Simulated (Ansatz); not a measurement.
# Sn: response to strain

Aim: deform Sn (x and y strained by +2 %, z held) and compute stress, forces and field gradients with LAPW, PAW and all-electron datasets made for the crystal.

Method: DFT PBE, scalar-relativistic, in Ansatz 0.2.0.

## Step 1: The structure to begin with

It takes space group Fd-3m (No. 227, cubic). Conventional cell: a = 6.491 Å, b = 6.491 Å, c = 6.491 Å, α = 90.00°, β = 90.00°, γ = 90.00°. Sn (site symmetry -43m) has 4 Sn at 2.81 Å in its first shell of neighbours.

Structure file:

```cif
data_structure
_symmetry_space_group_name_H-M 'P 1'
_symmetry_Int_Tables_number 1
_cell_length_a 4.5900
_cell_length_b 4.5900
_cell_length_c 4.5900
_cell_angle_alpha 60.000
_cell_angle_beta 60.000
_cell_angle_gamma 60.000
_cell_volume 68.38
loop_
_atom_site_label
_atom_site_type_symbol
_atom_site_fract_x
_atom_site_fract_y
_atom_site_fract_z
_atom_site_occupancy
Sn1 Sn 0.50000 0.50000 0.50000 1
Sn2 Sn 0.75000 0.75000 0.75000 1
```

Atoms are numbered in the order of the input: Sn1, Sn2.

## Step 2: After the deformation

Space group Fd-3m before, I4_1/amd after.

## Step 3: LAPW, all electrons

input.yaml reads:

```yaml
crystal:
  lattice:
    - [0.0, 3.310512, 3.2456]
    - [3.310512, 0.0, 3.2456]
    - [3.310512, 3.310512, 0.0]
  atoms:
    - { symbol: Sn, position: [0.5, 0.5, 0.5] }
    - { symbol: Sn, position: [0.75, 0.75, 0.75] }
kpoints:
  mp_grid: { grid: [9, 9, 9] }
scf:
  occupations: { method: fermi_dirac, width: 0.03 }
hamiltonian:
  xc: pbe
  pseudopotentials: { kind: all_electron, lapw: { basis_error: 0.00025 } }
output:
  forces: true
  stress: true
  eigenvalues: true
```

The run is started by

```console
> ansatz run input.yaml --threads 1 --pin off --max-ram 2048MiB --backend cpu --events-out ev --progress --plain --runs-dir out
```

## Step 4: Frozen-core PAW

input.yaml, as its differences from that of step 3:

```diff
@@ -14,3 +14,3 @@
   xc: pbe
-  pseudopotentials: { kind: all_electron, lapw: { basis_error: 0.00025 } }
+  pseudopotentials: { kind: paw }
 output:
@@ -19 +19,2 @@
   eigenvalues: true
+  efg: { contact_densities: true }
```

## Step 5: Datasets made for this crystal

input.yaml, as its differences from that of step 4:

```diff
@@ -14,3 +14,3 @@
   xc: pbe
-  pseudopotentials: { kind: paw }
+  pseudopotentials: { kind: all_electron, datasets: crystal }
 output:
```

(Steps that only read results are left out.)

Q: Predict the outcome of this session. Wanted: pressure; largest shear or deviatoric stress.

As calculated:

| quantity | value |
| --- | --- |
| pressure | LAPW 1.37, PAW 1.37, crystal datasets 1.37 GPa |
| largest shear or deviatoric stress (LAPW) | 0.36 GPa |

The largest part of the stress beyond the pressure is 0.36 GPa in size, in the zz component; the atoms are carried along and not relaxed. No run of the undeformed cell stands beside it, so pressure and stress hold what the given cell had before the change, as far as its symmetry allows. PAW: stress within 0.01 GPa of LAPW. Crystal datasets: stress within 0.01 GPa of LAPW.
